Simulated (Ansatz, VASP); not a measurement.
# ScAl3: VASP beside Ansatz

File INCAR:

```
SYSTEM = ScAl3
PREC     = Accurate       ! precision mode
ENCUT    = 520            ! plane-wave cutoff, eV
EDIFF    = 1E-6           ! SCF threshold, eV
ISMEAR   = -1             ! smearing method
SIGMA    = 0.05           ! smearing width, eV
LREAL    = .False.        ! projectors in reciprocal space
LASPH    = .True.         ! aspherical terms in the spheres
NELM     = 60             ! most SCF steps
ALGO     = Fast           ! electronic algorithm
ISIF     = 2              ! what is computed and relaxed
LWAVE    = .False.        ! write WAVECAR
LCHARG   = .False.        ! write CHGCAR
GGA      = PS             ! functional
NBANDS   = 18             ! bands
```

The input KPOINTS:

```
Automatic mesh
0
Gamma
  7 7 7
  0 0 0
```

Contents of POSCAR:

```
ScAl3
1.0
    4.0878065700      0.0000000000      0.0000000000
    0.0000000000      4.0878065700      0.0000000000
    0.0000000000      0.0000000000      4.0878065700
Sc Al
1 3
Direct
    0.0000000000      0.0000000000      0.0000000000
    0.5000000000      0.5000000000      0.0000000000
    0.0000000000      0.5000000000      0.5000000000
    0.5000000000      0.0000000000      0.5000000000
```

input.yaml

```yaml
crystal:
  lattice:
    - [4.08780657, 0.0, 0.0]
    - [0.0, 4.08780657, 0.0]
    - [0.0, 0.0, 4.08780657]
  atoms:
    - { symbol: Sc, position: [0.0, 0.0, 0.0] }
    - { symbol: Al, position: [0.5, 0.5, 0.0] }
    - { symbol: Al, position: [0.0, 0.5, 0.5] }
    - { symbol: Al, position: [0.5, 0.0, 0.5] }
kpoints:
  mp_grid: { grid: [7, 7, 7] }
scf:
  occupations: { method: fermi_dirac, width: 0.05 }
hamiltonian:
  xc: pbesol
  pseudopotentials: { kind: all_electron, lapw: { basis_error: 0.001 } }
output:
  forces: true
  stress: true
  eigenvalues: true
  populations: true
```

The cell is a database's computed one.

Alike in both runs: task single point; functional PBEsol; k mesh 7 × 7 × 7; occupations fermi-dirac, width 0.05 eV; no spin polarisation.

|  | VASP | Ansatz |
| --- | --- | --- |
| version | VASP 6.6.1 | Ansatz 0.2.0 |
| potentials or method | VASP PAW PBE potentials, release 64 (Sc_sv, Al) | all-electron LAPW, scalar-relativistic |
| plane-wave cutoff (eV) | 520 | see its input |

|  | VASP | Ansatz | Ansatz less VASP |
| --- | --- | --- | --- |
| gap on the k mesh at the Fermi level (eV) | none | none | - |
| pressure (GPa) | -1.0 | -1.1 | -0.10 |

A gap of «none» marks a metal or a gap that the smearing closes. Ansatz ran all-electron here, so the differences hold the error of VASP's frozen core and of both bases.

Caveats: the PAW data sets were made with another functional, which shifts forces and pressure a little (VASP).
